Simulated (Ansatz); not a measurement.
We consider cubic perovskite LaAlO3 (cubic high-temperature phase), described by Hartree–Fock in Ansatz (plane waves, PAW).

Run with plane-wave cutoff 460 eV, 6×6×6 k mesh, Fermi–Dirac smearing 0.01 eV, scalar-relativistic PAW data made under PBE.

The cell has the measured lattice: a = 3.8100 Å, b = 3.8100 Å, c = 3.8100 Å, α = 90.00°, β = 90.00°, γ = 90.00°.

Problem. What does this level give for the band gap and smallest direct gap on the k points sampled?

Solution. 
band gap: 13.02 eV (on the SCF k mesh)
smallest direct gap on the k points sampled: 13.22 eV

Note: held by symmetry at 0 K, a high-temperature phase can be a saddle point; cell and atoms aren't relaxed at this level (pressure -1.5 GPa).

Spin–orbit coupling is not included.

The computed numbers hold no vibrational or temperature effects.

Ansatz is a quantum-chemistry and plane-wave program.
